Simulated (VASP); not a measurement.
**VASP 6.6.1 run: Li₂O**

INCAR

```
PREC = Accurate
LCHARG = .FALSE.
NBANDS = 13
NELM = 120
GGA = PE
ISIF = 2
ENCUT = 520
LASPH = .TRUE.
IBRION = -1
LWAVE = .FALSE.
EDIFF = 1E-7
LREAL = .FALSE.
ISMEAR = 2
NSW = 0
SIGMA = 0.3
```

KPOINTS

```
KPOINTS created by Atomic Simulation Environment
0
Gamma
10 10 10
0 0 0
```

POSCAR

```
Li O
 1.0000000000000000
     0.0000000000000000    2.3821678838000002    2.3821678838000002
     2.3821678838000002    0.0000000000000000    2.3821678838000002
     2.3821678838000002    2.3821678838000002    0.0000000000000000
 Li  O
   2   1
Cartesian
  1.1910839419000001  1.1910839419000001  1.1910839419000001
  3.5732518257000003  3.5732518257000003  3.5732518257000003
  0.0000000000000000  0.0000000000000000  0.0000000000000000
```

The recommended PBE PAW datasets give the neutral cell 12 valence electrons.

Command

```
mpirun -np 1 vasp_std
```

OSZICAR

```
N       E                     dE             d eps       ncg     rms          rms(c)
DAV:   1     0.439168896112E+02    0.43917E+02   -0.55584E+03  1222   0.976E+02
DAV:   2    -0.103557874683E+02   -0.54273E+02   -0.51299E+02  1519   0.215E+02
DAV:   3    -0.160146111428E+02   -0.56588E+01   -0.56135E+01  2263   0.488E+01
DAV:   4    -0.160732179172E+02   -0.58607E-01   -0.58595E-01  1420   0.641E+00
DAV:   5    -0.160737824643E+02   -0.56455E-03   -0.56454E-03  1802   0.468E-01    0.745E+00
DAV:   6    -0.143584945629E+02    0.17153E+01   -0.89468E+00  1292   0.152E+01    0.305E+00
DAV:   7    -0.143086071223E+02    0.49887E-01   -0.25044E-01  1462   0.316E+00    0.149E+00
DAV:   8    -0.143057713722E+02    0.28358E-02   -0.74073E-02  1517   0.261E+00    0.466E-01
DAV:   9    -0.143035715629E+02    0.21998E-02   -0.57059E-03  1524   0.627E-01    0.149E-01
DAV:  10    -0.143040249751E+02   -0.45341E-03   -0.10714E-03  1417   0.241E-01    0.640E-02
DAV:  11    -0.143039914561E+02    0.33519E-04   -0.61173E-05  1640   0.811E-02    0.150E-02
DAV:  12    -0.143039958745E+02   -0.44184E-05   -0.89359E-06  1503   0.280E-02    0.807E-03
DAV:  13    -0.143039949980E+02    0.87642E-06   -0.39497E-06  1550   0.161E-02    0.198E-03
DAV:  14    -0.143039948761E+02    0.12194E-06   -0.64892E-08  1244   0.265E-03    0.105E-03
DAV:  15    -0.143039947999E+02    0.76182E-07   -0.62169E-08   856   0.190E-03
   1 F= -.14303995E+02 E0= -.14305156E+02  d E =0.464536E-02
```

From OUTCAR

```
k-points           NKPTS =     47   k-points in BZ     NKDIM =     47   number of bands    NBANDS=     13

   NELECT =      12.0000    total number of electrons

   dimension x,y,z NGX =    28 NGY =   28 NGZ =   28
   dimension x,y,z NGXF=    56 NGYF=   56 NGZF=   56

  energy-cutoff  :      520.00
  volume of cell :       27.04
      direct lattice vectors                 reciprocal lattice vectors
     0.000000000  2.382167884  2.382167884    -0.209892847  0.209892847  0.209892847
     2.382167884  0.000000000  2.382167884     0.209892847 -0.209892847  0.209892847
     2.382167884  2.382167884  0.000000000     0.209892847  0.209892847 -0.209892847

 k-points in reciprocal lattice and weights: KPOINTS created by Atomic Simulation Env
   0.00000000  0.00000000  0.00000000       0.001
   0.10000000  0.00000000  0.00000000       0.008
   0.20000000  0.00000000  0.00000000       0.008
   0.30000000  0.00000000  0.00000000       0.008
   0.40000000  0.00000000  0.00000000       0.008
   0.50000000  0.00000000  0.00000000       0.004
   0.10000000  0.10000000  0.00000000       0.006
   0.20000000  0.10000000  0.00000000       0.024
   ...

 E-fermi :   0.9116

 k-point     1 :       0.0000    0.0000    0.0000
  band No.  band energies     occupation
      1     -42.3143      2.00000
      2     -42.0694      2.00000
      3     -14.4217      2.00000
      4       0.8783      1.23249
      5       0.8783      1.23248
      6       0.8783      1.23248
      7       5.5066      0.00000
      8      12.2788      0.00000
      9      12.2788      0.00000
     10      12.2788      0.00000
     11      18.9116      0.00000
     12      18.9116      0.00000
     13      18.9116      0.00000

 k-point     2 :       0.1000    0.0000    0.0000
  band No.  band energies     occupation
      1     -42.3074      2.00000
      2     -42.0746      2.00000
      3     -14.4032      2.00000
      4       0.5584      2.07963
      5       0.8363      1.50577
      6       0.8364      1.50576
      7       5.7866      0.00000
      8      12.2607      0.00000
      9      12.4101      0.00000
     10      12.4101      0.00000
     11      17.9764      0.00000
     12      17.9764      0.00000
     13      19.1896      0.00000

 k-point     3 :       0.2000    0.0000    0.0000
  band No.  band energies     occupation
      1     -42.2878      2.00000
      2     -42.0899      2.00000
      3     -14.3534      2.00000
      4      -0.1673      1.99998
      5       0.7308      1.97699
      6       0.7308      1.97699
      7       6.4826      0.00000
      8      12.0996      0.00000
      9      12.6565      0.00000
     10      12.6565      0.00000
     11      17.0216      0.00000
     12      17.0216      0.00000
     13      19.9406      0.00000

 k-point     4 :       0.3000    0.0000    0.0000
  band No.  band energies     occupation
      1     -42.2582      2.00000
      2     -42.1145      2.00000
      3     -14.2895      2.00000
      4      -0.9286      2.00000
      5       0.6082      2.10147
      6       0.6082      2.10147
      7       7.4125      0.00000
      8      11.6111      0.00000
      9      12.6936      0.00000
     10      12.6936      0.00000
     11      16.8873      0.00000
     12      16.8873      0.00000
     13      20.9266      0.00000

 ...

  Total       -1.0228048     -1.0228048     -1.0228048      0.0000000      0.0000000     -0.0000000
  in kB      -60.6116703    -60.6116703    -60.6116703      0.0000000      0.0000000     -0.0000000
  external PRESSURE =     -60.6116703 kB  Pullay stress =       0.0000000 kB

 POSITION                                       TOTAL-FORCE (eV/Angst)
 -----------------------------------------------------------------------------------
      1.19108      1.19108      1.19108        -0.000000      0.000000     -0.000000
      3.57325      3.57325      3.57325        -0.000000     -0.000000      0.000000
      0.00000      0.00000      0.00000         0.000000     -0.000000      0.000000
 -----------------------------------------------------------------------------------
    total drift:                                0.000000      0.000000      0.000000

  FREE ENERGIE OF THE ION-ELECTRON SYSTEM (eV)
  ---------------------------------------------------
  free  energy   TOTEN  =       -14.3039947999 eV

  energy  without entropy=      -14.3086401617  energy(sigma->0) =      -14.30515614
```

It converged. Results: gap between bands v and c on the k mesh 4.63 eV; least direct gap on the k mesh 4.63 eV; pressure -6.1 GPa. Band v is the last that the valence electrons fill when counted band by band, and c is the next.

For comparison, a separate PBE run of the intended cell, on usual settings and not on those above, gives a gap of 4.63 eV on its mesh and a pressure of -6.0 GPa.

The run above took about 28 s on one core of a shared host (Intel Xeon Platinum 8488C) and held 0.15 GiB at most.
